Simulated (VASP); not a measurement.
Wanted: the native input for a VASP 6.6.1 run.

- Task: single point
- Functional: PBE
- Potentials or basis: VASP PAW PBE potentials, release 64 (Ge_d)
- Cutoff: 520 eV
- k mesh: 10 × 10 × 10
- Occupations: gaussian, width 1 eV
- Spin: no spin polarisation
- Further INCAR settings: ALGO = Normal; EDIFF = 1e-07; NBANDS = 21

The structure of Ge lies in POSCAR:

```
Ge                                      
1.0
   -0.0000000000      2.9738829242      2.9738829242
    2.9738829242      0.0000000000      2.9738829242
    2.9738829242      2.9738829242      0.0000000000
  Ge            
     2
Direct
     1.0000000000000000    0.0000000000000000    1.0000000000000000
     0.2500000000000000    0.2500000000000000    0.2500000000000000
```

The cell isn't the ideal one: a relaxed cell with its volume scaled by 1.09.

The input as run:

INCAR

```
SYSTEM = Ge
PREC = Accurate ; ENCUT = 520
EDIFF = 1E-7 ; ISMEAR = 0
SIGMA = 1.0 ; LREAL = .False.
LASPH = .True. ; NELM = 60
ALGO = Normal ; ISIF = 2
LWAVE = .False. ; LCHARG = .False.
GGA = PE ; NBANDS = 21
```

KPOINTS

```
Automatic mesh
0
Gamma
  10 10 10
  0 0 0
```

Potentials or basis: VASP PAW PBE potentials, release 64 (Ge_d).

The run is started by

```console
$ cat potpaw_PBE.64/Ge_d/POTCAR > POTCAR
$ mpirun -np 1 vasp_std > vasp.out
```

Results of the run:

```json
{
 "Pressure": "-3.7 GPa",
 "Band gap on the k mesh": "none (metal or under the smearing width)"
}
```

It took 15 s on 1 thread of Intel(R) Xeon(R) 6975P-C (Granite Rapids), on a shared host, peak memory 0.19 GiB.
